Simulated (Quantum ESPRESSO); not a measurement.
Input of a Quantum ESPRESSO 7.5 run:

Contents of pw.in:

```
&CONTROL
  calculation = 'scf'
  prefix = 'pwscf'
  outdir = './tmp'
  pseudo_dir = './pseudo'
  tprnfor = .true.
  tstress = .true.
  disk_io = 'low'
/
&SYSTEM
  ibrav = 0
  nat = 3
  ntyp = 2
  ecutwfc = 86
  nbnd = 31
  occupations = 'smearing'
  smearing = 'fd'
  degauss = 0.00367493
/
&ELECTRONS
  conv_thr = 6d-10
  electron_maxstep = 120
  mixing_beta = 0.5
/
ATOMIC_SPECIES
Zr    91.2240 Zr.upf
Se    78.9710 Se.upf
CELL_PARAMETERS angstrom
   3.7980000000    0.0000000000    0.0000000000
  -1.8990000000    3.2891644836    0.0000000000
   0.0000000000    0.0000000000    6.1920000000
ATOMIC_POSITIONS crystal
Zr     0.0000000000    0.0000000000    0.0000000000
Se     0.6666666667    0.3333333333    0.7500000000
Se     0.3333333333    0.6666666667    0.2500000000
K_POINTS automatic
8 8 5 0 0 0
```

Contents of pp_density.in:

```
&INPUTPP
  prefix = 'pwscf'
  outdir = './tmp'
  filplot = 'density.dat'
  plot_num = 0
/
&PLOT
  nfile = 1
  filepp(1) = 'density.dat'
  iflag = 3
  output_format = 6
  fileout = 'density.cube'
/
```

File pp_potential.in:

```
&INPUTPP
  prefix = 'pwscf'
  outdir = './tmp'
  filplot = 'potential.dat'
  plot_num = 11
/
&PLOT
  nfile = 1
  filepp(1) = 'potential.dat'
  iflag = 3
  output_format = 6
  fileout = 'potential.cube'
/
```

pp_elf.in

```
&INPUTPP
  prefix = 'pwscf'
  outdir = './tmp'
  filplot = 'elf.dat'
  plot_num = 8
/
&PLOT
  nfile = 1
  filepp(1) = 'elf.dat'
  iflag = 3
  output_format = 6
  fileout = 'elf.cube'
/
```

File bands.in:

```
&CONTROL
  calculation = 'bands'
  prefix = 'pwscf'
  outdir = './tmp'
  pseudo_dir = './pseudo'
  disk_io = 'low'
  verbosity = 'high'
/
&SYSTEM
  ibrav = 0
  nat = 3
  ntyp = 2
  ecutwfc = 86
  nbnd = 31
  occupations = 'smearing'
  smearing = 'fd'
  degauss = 0.00367493
/
&ELECTRONS
  conv_thr = 1d-08
  electron_maxstep = 120
  mixing_beta = 0.5
  diago_full_acc = .true.
/
ATOMIC_SPECIES
Zr    91.2240 Zr.upf
Se    78.9710 Se.upf
CELL_PARAMETERS angstrom
   3.7980000000    0.0000000000    0.0000000000
  -1.8990000000    3.2891644836    0.0000000000
   0.0000000000    0.0000000000    6.1920000000
ATOMIC_POSITIONS crystal
Zr     0.0000000000    0.0000000000    0.0000000000
Se     0.6666666667    0.3333333333    0.7500000000
Se     0.3333333333    0.6666666667    0.2500000000
K_POINTS crystal
60
 0.0000000000  0.0000000000  0.0000000000 1
 0.0625000000  0.0000000000  0.0000000000 1
 0.1250000000  0.0000000000  0.0000000000 1
 0.1875000000  0.0000000000  0.0000000000 1
 0.2500000000  0.0000000000  0.0000000000 1
 0.3125000000  0.0000000000  0.0000000000 1
 0.3750000000  0.0000000000  0.0000000000 1
 0.4375000000  0.0000000000  0.0000000000 1
 0.5000000000  0.0000000000  0.0000000000 1
 0.4583333333  0.0833333333  0.0000000000 1
 0.4166666667  0.1666666667  0.0000000000 1
 0.3750000000  0.2500000000  0.0000000000 1
 0.3333333333  0.3333333333  0.0000000000 1
 0.2962962963  0.2962962963  0.0000000000 1
 0.2592592593  0.2592592593  0.0000000000 1
 0.2222222222  0.2222222222  0.0000000000 1
 0.1851851852  0.1851851852  0.0000000000 1
 0.1481481481  0.1481481481  0.0000000000 1
 0.1111111111  0.1111111111  0.0000000000 1
 0.0740740741  0.0740740741  0.0000000000 1
 0.0370370370  0.0370370370  0.0000000000 1
 0.0000000000  0.0000000000  0.0000000000 1
 0.0000000000  0.0000000000  0.1250000000 1
 0.0000000000  0.0000000000  0.2500000000 1
 0.0000000000  0.0000000000  0.3750000000 1
 0.0000000000  0.0000000000  0.5000000000 1
 0.0625000000  0.0000000000  0.5000000000 1
 0.1250000000  0.0000000000  0.5000000000 1
 0.1875000000  0.0000000000  0.5000000000 1
 0.2500000000  0.0000000000  0.5000000000 1
 0.3125000000  0.0000000000  0.5000000000 1
 0.3750000000  0.0000000000  0.5000000000 1
 0.4375000000  0.0000000000  0.5000000000 1
 0.5000000000  0.0000000000  0.5000000000 1
 0.4666666667  0.0666666667  0.5000000000 1
 0.4333333333  0.1333333333  0.5000000000 1
 0.4000000000  0.2000000000  0.5000000000 1
 0.3666666667  0.2666666667  0.5000000000 1
 0.3333333333  0.3333333333  0.5000000000 1
 0.3000000000  0.3000000000  0.5000000000 1
 0.2666666667  0.2666666667  0.5000000000 1
 0.2333333333  0.2333333333  0.5000000000 1
 0.2000000000  0.2000000000  0.5000000000 1
 0.1666666667  0.1666666667  0.5000000000 1
 0.1333333333  0.1333333333  0.5000000000 1
 0.1000000000  0.1000000000  0.5000000000 1
 0.0666666667  0.0666666667  0.5000000000 1
 0.0333333333  0.0333333333  0.5000000000 1
 0.0000000000  0.0000000000  0.5000000000 1
 0.5000000000  0.0000000000  0.5000000000 1
 0.5000000000  0.0000000000  0.4000000000 1
 0.5000000000  0.0000000000  0.3000000000 1
 0.5000000000  0.0000000000  0.2000000000 1
 0.5000000000  0.0000000000  0.1000000000 1
 0.5000000000  0.0000000000  0.0000000000 1
 0.3333333333  0.3333333333  0.0000000000 1
 0.3333333333  0.3333333333  0.1250000000 1
 0.3333333333  0.3333333333  0.2500000000 1
 0.3333333333  0.3333333333  0.3750000000 1
 0.3333333333  0.3333333333  0.5000000000 1
```

Potentials or basis: PseudoDojo 0.4.1 SR PBE standard.

Command:

```bash
$ OMP_NUM_THREADS=1 pw.x -in pw.in > pw.out
$ OMP_NUM_THREADS=1 pp.x -in pp_density.in > pp_density.out
$ OMP_NUM_THREADS=1 pp.x -in pp_potential.in > pp_potential.out
$ OMP_NUM_THREADS=1 pp.x -in pp_elf.in > pp_elf.out
$ OMP_NUM_THREADS=1 pw.x -in bands.in > bands.out
```

(1) What does it give for the band gap on the k mesh?

(2) What does it give for the band gap along the path?

(3) Predict the largest force.

(4) Estimate the pressure.

Answers

(1) 0.40 eV, indirect (least direct gap 1.05 eV).

(2) 0.36 eV, indirect (least direct gap 1.05 eV).

(3) 0.288 eV/Å.

(4) 2.0 GPa.

Caveat: this functional lacks dispersion, which binds the layers, so the pressure and a relaxed spacing across them are unreliable.

**The experiment to reproduce.**

“Stress-Tuned Optical Transitions in Layered 1T-MX2 (M= Hf, Zr, Sn; X= S, Se) Crystals”, 2022, arxiv:2210.12074 quotes, for a bulk crystal of ZrSe2: band gap 1.2 eV (indirect).

Measured gap of ZrSe2: 1.2 eV (indirect; quoted in “Stress-Tuned Optical Transitions in Layered 1T-MX2 (M= Hf, Zr, Sn; X= S, Se) Crystals”, 2022, arxiv:2210.12074). This calculation gives 0.36 eV (-0.84 eV). Spin-orbit coupling on Se, Zr is left out. The value is that of PBE, without temperature or zero-point motion. Semilocal functionals fall short of measured gaps as a rule.
